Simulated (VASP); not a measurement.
# SnO2 (R-3m) in VASP: single point with LDA

Aim: the single point of SnO2 with LDA.

All numbers are computed with VASP 6.6.1; they aren't measurements. Logs are shortened: lines on timing, memory, paths and dates and some standing lists are left out, and cuts for length are marked.

### 1 The structure

It takes space group R-3m (No. 166, trigonal). The conventional cell has a = 3.234 Å, b = 3.234 Å, c = 14.402 Å, α = 90.00°, β = 90.00°, γ = 120.00°. Sn (site symmetry -3m) has 6 O at 2.10 Å as nearest neighbours. O (site symmetry 3m) has 3 Sn at 2.10 Å as nearest neighbours.

Measurements of this composition are mostly on another form, of space group No. 136.

### 2 Single point, LDA

The input, INCAR:

```
PREC = Accurate ; ENCUT = 520
EDIFF = 1E-6 ; ISMEAR = 0
SIGMA = 0.01 ; LREAL = False
LASPH = True ; NELM = 100
ALGO = Fast ; ISIF = 2
LWAVE = False ; LCHARG = False
NBANDS = 20
```

The input, KPOINTS:

```
regular mesh
0
Gamma
  5 5 5
```

The input, POSCAR:

```
SnO2
1.0
    1.6170930000      0.9336290000      4.8005930000
   -1.6170930000      0.9336290000      4.8005930000
    0.0000000000     -1.8672580000      4.8005930000
Sn O
1 2
Direct
    0.4927315638      0.4970154540      0.5101286468
    0.2263071280      0.2305955433      0.2437090245
    0.7591528485      0.7634345892      0.7765538057
```

Potentials or basis: VASP PAW LDA potentials, release 64 (Sn_d, O).

Command:

```console
> cat potpaw_LDA.64/Sn_d/POTCAR potpaw_LDA.64/O/POTCAR > POTCAR
> mpirun -np 1 vasp_std > vasp.out
```

OUTCAR:

```text
PREC = Accurate
   ENCUT = 520
   EDIFF = 1E-6
   ISMEAR = 0
   LREAL = False
   LASPH = True
   NELM = 100
   ISIF = 2

 ion  position               nearest neighbor table
   1  0.493  0.497  0.510-   3 2.10   2 2.10   3 2.10   3 2.10   2 2.10   2 2.10
   2  0.226  0.231  0.244-   1 2.10   1 2.10   1 2.10
   3  0.759  0.763  0.777-   1 2.10   1 2.10   1 2.10

  LATTYP: Found a trigonal (rhomboedric) cell.
 ALAT       =     5.1509558367
 COS(alpha) =     0.8028828836

  Lattice vectors:

 A1 = (   1.6170930000,   0.9336290000,   4.8005930000)
 A2 = (  -1.6170930000,   0.9336290000,   4.8005930000)
 A3 = (   0.0000000000,  -1.8672580000,   4.8005930000)

Analysis of symmetry for initial positions (statically):
=====================================================================
 Subroutine PRICEL returns:
 Original cell was already a primitive cell.

 Routine SETGRP: Setting up the symmetry group for a
 trigonal (rhombohedral) supercell.

 Subroutine GETGRP returns: Found 12 space group operations
 (whereof  1 operations were pure point group operations)
 out of a pool of 12 trial point group operations.

The static configuration has the point symmetry C_1 .
 The point group associated with its full space group is D_3d.

Analysis of symmetry for dynamics (positions and initial velocities):
=====================================================================
 Subroutine PRICEL returns:
 Original cell was already a primitive cell.

 Routine SETGRP: Setting up the symmetry group for a
 trigonal (rhombohedral) supercell.

 Subroutine GETGRP returns: Found 12 space group operations
 (whereof  1 operations were pure point group operations)
 out of a pool of 12 trial point group operations.

The dynamic configuration has the point symmetry C_1 .
 The point group associated with its full space group is D_3d.

 Subroutine INISYM returns: Found 12 space group operations
 (whereof  1 operations are pure point group operations),
 and found     1 'primitive' translations

----------------------------------------------------------------------------------------

                                     Primitive cell

  volume of cell :      43.4866

  direct lattice vectors                    reciprocal lattice vectors
     1.617093000  0.933629000  4.800593000     0.309196812  0.178514878  0.069435866
    -1.617093000  0.933629000  4.800593000    -0.309196812  0.178514878  0.069435866
     0.000000000 -1.867258000  4.800593000     0.000000000 -0.357029755  0.069435866

  length of vectors
     5.150955837  5.150955837  5.150955794     0.363719080  0.363719080  0.363719103

  position of ions in fractional coordinates (direct lattice)
     0.492731564  0.497015454  0.510128647
     0.226307128  0.230595543  0.243709024
     0.759152849  0.763434589  0.776553806

  ion indices of the primitive-cell ions
   primitive index   ion index
                 1           1
                 2           2
                 3           3

----------------------------------------------------------------------------------------

 KPOINTS: regular mesh

Automatic generation of k-mesh.
 Grid dimensions read from file:
 generate k-points for:    5    5    5

 Generating k-lattice:

  Cartesian coordinates                     Fractional coordinates (reciprocal lattice)
     0.061839362  0.035702976  0.013887173     0.200000000 -0.000000000  0.000000000
    -0.061839362  0.035702976  0.013887173    -0.000000000  0.200000000  0.000000000
     0.000000000 -0.071405951  0.013887173     0.000000000  0.000000000  0.200000000

  Length of vectors
     0.072743816  0.072743816  0.072743821

  Shift w.r.t. Gamma in fractional coordinates (k-lattice)
     0.000000000  0.000000000  0.000000000

 Subroutine IBZKPT returns following result:
 ===========================================

 Found     19 irreducible k-points:

 Following reciprocal coordinates:
            Coordinates               Weight
  0.000000  0.000000  0.000000      1.000000
  0.200000  0.000000  0.000000      6.000000
  0.400000  0.000000  0.000000      6.000000
  0.200000  0.200000  0.000000      6.000000
  0.400000  0.200000  0.000000     12.000000
 -0.400000  0.200000  0.000000     12.000000
[... 11 lines left out ...]
  0.400000  0.400000  0.400000      2.000000
 -0.400000  0.400000  0.400000      6.000000
   k-points           NKPTS =     19   k-points in BZ     NKDIM =     19   number of bands    NBANDS=     20
   number of dos      NEDOS =    301   number of ions     NIONS =      3
   total plane-waves  NPLWV =  64000
   dimension x,y,z NGX =    40 NGY =   40 NGZ =   40
   dimension x,y,z NGXF=    80 NGYF=   80 NGZF=   80
   ions per type =               1   2
   NGX,Y,Z   is equivalent  to a cutoff of  12.91, 12.91, 12.91 a.u.
   NGXF,Y,Z  is equivalent  to a cutoff of  25.82, 25.82, 25.82 a.u.
 SYSTEM =  unknown system
   PREC   = accura    normal or accurate (medium, high low for compatibility)
   ISTART =      0    job   : 0-new  1-cont  2-samecut
   ICHARG =      2    charge: 1-file 2-atom 10-const
   ISPIN  =      1    spin polarized calculation?
   LNONCOLLINEAR =      F non collinear calculations
   LSORBIT =      F    spin-orbit coupling
   LASPH  =      T    aspherical Exc in radial PAW
   ENCUT  =  520.0 eV  38.22 Ry    6.18 a.u.   9.58  9.58  9.58*2*pi/ulx,y,z
   NELM   =    100;   NELMIN=  2; NELMDL= -5     # of ELM steps
   EDIFF  = 0.1E-05   stopping-criterion for ELM
   LREAL  =      F    real-space projection
   EDIFFG = 0.1E-04   stopping-criterion for IOM
   NSW    =      0    number of steps for IOM
   IBRION =     -1    ionic relax: 0-MD 1-quasi-New 2-CG
   NFREE  =      0    steps in history (QN), initial steepest desc. (CG)
   ISIF   =      2    stress and relaxation
   ISYM   =      2    0-nonsym 1-usesym 2-fastsym
   POTIM  = 0.5000    time-step for ionic-motion
   TEBEG  =    0.0;   TEEND  =   0.0 temperature during run
   PSTRESS=    0.0 pullay stress
   NELECT =      26.0000    total number of electrons
   NUPDOWN=      -1.0000    fix difference up-down
   EMIN   =  10.00;   EMAX   =-10.00  energy-range for DOS
   EFERMI =   0.00;   METHOD = LEGACY
   ISMEAR =     0;   SIGMA  =   0.01  broadening in eV -4-tet -1-fermi 0-gaus
   EFERMI_NEDOS =   21; number of points for ismear=-14 and -15
   IALGO  =     68    algorithm
   IMIX   =      4    mixing-type and parameters
     AMIX     =   0.40;   BMIX     =  1.00
     AMIX_MAG =   1.60;   BMIX_MAG =  1.00
  volume/ion in A,a.u.               =      14.50        97.82
  Fermi-wavevector in a.u.,A,eV,Ry     =   1.379158  2.606231 25.879338  1.902078
  Thomas-Fermi vector in A             =   2.504154
   LORBIT       =      0    0 simple, 1 ext, 2 COOP (PROOUT), +10 PAW based schemes
   GGA     = CA    functional components
   LHFCALC =     F    Hartree Fock is set to
   AEXX    =    0.0000 exact exchange contribution
   IVDW    =     0    specifies the selected vdW correction
   LEPSILON=     F    determine dielectric tensor
   LRPA    =     F    only Hartree local field effects (RPA)
 non-spin polarized calculation
 RMM-DIIS sequential band-by-band and
 Gauss-broadening in eV      SIGMA  =   0.01
  energy-cutoff  :      520.00
  volume of cell :       43.49
 maximum number of plane-waves:      1182
 NGX is ok and might be reduce to    40
   NGX = 19   NGY = 19   NGZ = 19

 number of electron      26.0000004 magnetization

 Free energy of the ion-electron system (eV)
  ---------------------------------------------------
  ext. energy  EPLUGINS =         0.00000000
  ---------------------------------------------------
  free energy    TOTEN  =       -20.46397567 eV

  energy without entropy =      -20.46397567  energy(sigma->0) =      -20.46397567

 E-fermi :   3.0695     XC(G=0): -10.5038

 val. band max:        3.0018332259   @ k =  -0.2000   0.2000   0.0000
 cond. band min:       4.8825309586   @ k =   0.0000   0.0000   0.0000
 fundamental gap:      1.8806977327
 Fermi energy:         3.0694506358

 k-point     1 :       0.0000    0.0000    0.0000
  band No.  band energies     occupation
      1     -16.9565      2.00000
      2     -16.6785      2.00000
      3     -16.6785      2.00000
      4     -16.4627      2.00000
      5     -16.4627      2.00000
      6     -14.8336      2.00000
[... 12 lines left out ...]
     19      20.0648      0.00000
     20      20.0686      0.00000

 k-point     2 :       0.2000    0.0000    0.0000
  band No.  band energies     occupation
      1     -17.0143      2.00000
      2     -16.7523      2.00000
      3     -16.6112      2.00000
      4     -16.5101      2.00000
      5     -16.4510      2.00000
      6     -14.5499      2.00000
[... 12 lines left out ...]
     19      16.7391      0.00000
     20      20.2538      0.00000

 k-point     3 :       0.4000    0.0000    0.0000
  band No.  band energies     occupation
      1     -17.4348      2.00000
      2     -16.6157      2.00000
      3     -16.5779      2.00000
      4     -16.4612      2.00000
      5     -16.3510      2.00000
      6     -13.7981      2.00000
[... 12 lines left out ...]
     19      15.8450      0.00000
     20      17.0948      0.00000

 k-point     4 :       0.2000    0.2000    0.0000
  band No.  band energies     occupation
      1     -17.0137      2.00000
      2     -16.7522      2.00000
      3     -16.6111      2.00000
      4     -16.5103      2.00000
      5     -16.4509      2.00000
      6     -14.5462      2.00000
[... 12 lines left out ...]
     19      16.4276      0.00000
     20      20.3849      0.00000

 k-point     5 :       0.4000    0.2000    0.0000
  band No.  band energies     occupation
      1     -17.2239      2.00000
      2     -16.8058      2.00000
      3     -16.5411      2.00000
      4     -16.5361      2.00000
      5     -16.3871      2.00000
      6     -13.8411      2.00000
[... 12 lines left out ...]
     19      16.2016      0.00000
     20      18.0909      0.00000

 k-point     6 :      -0.4000    0.2000    0.0000
  band No.  band energies     occupation
      1     -17.3390      2.00000
      2     -16.8458      2.00000
      3     -16.5624      2.00000
      4     -16.4463      2.00000
      5     -16.4190      2.00000
      6     -13.0405      2.00000
[... 12 lines left out ...]
     19      15.9442      0.00000
     20      17.0541      0.00000

 k-point     7 :      -0.2000    0.2000    0.0000
  band No.  band energies     occupation
      1     -17.2228      2.00000
      2     -16.8057      2.00000
      3     -16.5415      2.00000
      4     -16.5359      2.00000
      5     -16.3873      2.00000
      6     -13.8606      2.00000
[... 12 lines left out ...]
     19      16.2493      0.00000
     20      17.6615      0.00000
[... 162 lines left out ...]
 k-point    15 :      -0.4000    0.4000    0.2000
  band No.  band energies     occupation
      1     -17.2257      2.00000
      2     -16.8061      2.00000
      3     -16.5405      2.00000
      4     -16.5363      2.00000
      5     -16.3868      2.00000
      6     -13.8085      2.00000
[... 12 lines left out ...]
     19      16.5147      0.00000
     20      17.7380      0.00000

 k-point    16 :      -0.2000    0.4000    0.2000
  band No.  band energies     occupation
      1     -17.3386      2.00000
      2     -16.8460      2.00000
      3     -16.5622      2.00000
      4     -16.4461      2.00000
      5     -16.4189      2.00000
      6     -13.0488      2.00000
[... 12 lines left out ...]
     19      16.1964      0.00000
     20      18.2569      0.00000

 k-point    17 :      -0.4000   -0.4000    0.2000
  band No.  band energies     occupation
      1     -17.4346      2.00000
      2     -16.6155      2.00000
      3     -16.5773      2.00000
      4     -16.4615      2.00000
      5     -16.3510      2.00000
      6     -13.7861      2.00000
[... 12 lines left out ...]
     19      15.8355      0.00000
     20      17.9198      0.00000

 k-point    18 :       0.4000    0.4000    0.4000
  band No.  band energies     occupation
      1     -16.9564      2.00000
      2     -16.6783      2.00000
      3     -16.6783      2.00000
      4     -16.4626      2.00000
      5     -16.4625      2.00000
      6     -14.7557      2.00000
[... 12 lines left out ...]
     19      19.5937      0.00000
     20      20.2411      0.00000

 k-point    19 :      -0.4000    0.4000    0.4000
  band No.  band energies     occupation
      1     -17.0163      2.00000
      2     -16.7540      2.00000
      3     -16.6108      2.00000
      4     -16.5105      2.00000
      5     -16.4510      2.00000
      6     -14.4767      2.00000
[... 12 lines left out ...]
     19      16.4353      0.00000
     20      18.6603      0.00000

------------------------ aborting loop because EDIFF is reached ----------------------------------------

  FORCE on cell =-STRESS in cart. coord.  units (eV):
  Direction    XX          YY          ZZ          XY          YZ          ZX
  --------------------------------------------------------------------------------------
  -------------------------------------------------------------------------------------
  Total       -1.5003774     -1.5003771     -0.5798806      0.0000000      0.0000000      0.0000000
  in kB      -55.2784209    -55.2784116    -21.3645476      0.0000000      0.0000000      0.0000000
  external PRESSURE =     -43.9737934 kB  Pullay stress =       0.0000000 kB

 VOLUME and BASIS-vectors are now :
 -----------------------------------------------------------------------------
  energy-cutoff  :      520.00
  volume of cell :       43.49
      direct lattice vectors                 reciprocal lattice vectors
     1.617093000  0.933629000  4.800593000     0.309196812  0.178514878  0.069435866
    -1.617093000  0.933629000  4.800593000    -0.309196812  0.178514878  0.069435866
     0.000000000 -1.867258000  4.800593000     0.000000000 -0.357029755  0.069435866

 POSITION                                       TOTAL-FORCE (eV/Angst)
 -----------------------------------------------------------------------------------
     -0.00693     -0.02849      7.20029         0.000000     -0.000000     -0.000000
     -0.00693     -0.02849      3.36335        -0.000000     -0.000000      0.059722
     -0.00692     -0.02849     11.03724        -0.000000      0.000000     -0.059722
 -----------------------------------------------------------------------------------
    total drift:                                0.004285      0.015649     -0.009889

  FREE ENERGIE OF THE ION-ELECTRON SYSTEM (eV)
  ---------------------------------------------------
  free  energy   TOTEN  =       -20.4639756701 eV

  energy  without entropy=      -20.4639756701  energy(sigma->0) =      -20.46397567
```

It took 18 s on 1 thread of Intel Xeon 6975P-C (Granite Rapids), shared host; peak memory 0.19 GiB.

Results:

* Free energy: -20.4640 eV
* Pressure: -4.4 GPa
* Largest force: 0.060 eV/Å
* Band gap on the k mesh: 1.88 eV, indirect (least direct gap 2.14 eV)

Forces in eV/Å, atoms in the order of the input:
```
Sn   0.000  0.000  0.000
O    0.000  0.000  0.060
O    0.000  0.000 -0.060
```

Caveat: the k mesh is coarse (spacing up to 0.46 Å⁻¹), so the values aren't converged; spin-orbit coupling is left out, which moves the levels of the heavy elements; an odd mesh through Γ misses points on the zone boundary, where band edges often lie.
